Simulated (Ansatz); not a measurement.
**HfN: a hydrostatic pressure series**

The task here is to estimate one member of a computed series from the others.

Method: DFT PBEsol, scalar-relativistic, plane waves, PAW, in Ansatz 0.2.0.

1 further run of the same task is left out (set aside as unsound or not needed).

**Starting point**

Symmetry: P6_3/mmc, No. 194, hexagonal system. Conventional cell: a = 3.128 Å, b = 3.128 Å, c = 5.391 Å, α = 90.00°, β = 90.00°, γ = 120.00°. Hf (site symmetry -6m2) has 6 N at 2.25 Å as nearest neighbours. N (site symmetry -3m) has 6 Hf at 2.25 Å as nearest neighbours.

Coordinates:

```
Hf N
1.0
     3.12771    0.00000    0.00000
    -1.56385    2.70867    0.00000
     0.00000    0.00000    5.39094
Hf N
2 2
Direct
  0.66667 0.33333 0.75000
  0.33333 0.66667 0.25000
  0.00000 0.00000 0.00000
  0.00000 0.00000 0.50000
```

It goes back to an entry of the Materials Project, which need not be the stable form.

This cell was relaxed beforehand with the same method: volume 11.42 Å³/atom, gap on the mesh none (metal).

Set-up of the first run:

input.yaml

```yaml
crystal:
  lattice:
    - [3.1475182402, 0.0, 0.0]
    - [-1.5737591201, 2.7258307549, 0.0]
    - [0.0, 0.0, 5.4250821843]
  atoms:
    - { symbol: Hf, position: [0.6666666667, 0.3333333333, 0.75] }
    - { symbol: Hf, position: [0.3333333333, 0.6666666667, 0.25] }
    - { symbol: "N", position: [0.0, 0.0, 0.0] }
    - { symbol: "N", position: [0.0, 0.0, 0.5] }
basis:
  ecutwfc: 420
kpoints:
  mp_grid: { grid: [18, 18, 8] }
hamiltonian:
  xc: pbesol
scf:
  occupations: { method: gaussian, width: 0.1 }
output:
  forces: true
  stress: true
  eigenvalues: true
relax:
  adjacent_minimum: "off"
  f_tol: 0.008
  max_steps: 50
  cell: { stress_tol: 0.08, p_target: -2.0 }
```

The run is started by

```console
$ ansatz run input.yaml --threads 1 --pin off --max-ram 2560MiB --backend cpu --events-out ev --progress --plain --runs-dir out
```

Steps of the session up to this table: -2 GPa; 2 GPa; 5 GPa; Relaxing at 10 GPa; 20 GPa; Relaxing at 40 GPa.

One table of the session follows, with a row left open; its other results are not shown here.

Lengths are those of the vectors of the cell that was run:

```
P (GPa)  V (Å³/atom)  a (Å)  b (Å)  c (Å)  ΔH (eV/atom)
     -2        11.50  3.135  3.135  5.404        -0.143
      0        11.42  3.128  3.128  5.391         0.000
      2        11.33  3.120  3.120  5.378         0.142
      5        11.22  3.109  3.109  5.360         0.353
     10        11.04  3.093  3.093  5.332         0.701
     20            ?      ?      ?      ?             ?
     40        10.20  3.010  3.010  5.197         2.684
```

Estimate the missing values for P (GPa) = 20.

Worked estimate for «V (Å³/atom)». A straight line through the neighbours (10, 11.04) and (40, 10.20) gives 11.04 + (10.20 − 11.04) × (20 − 10) / (40 − 10) = 10.76; a parabola fitted to 3 rows on both sides gives 10.71.

**Answer.** V (Å³/atom): 10.72; a (Å): 3.062; b (Å): 3.062; c (Å): 5.281; ΔH (eV/atom): 1.379. In «V (Å³/atom)» the line misses by +0.04 and the parabola by -0.01.

ΔH is E + PV over the energy at zero pressure; a, b and c are the vectors of the computed cell. 
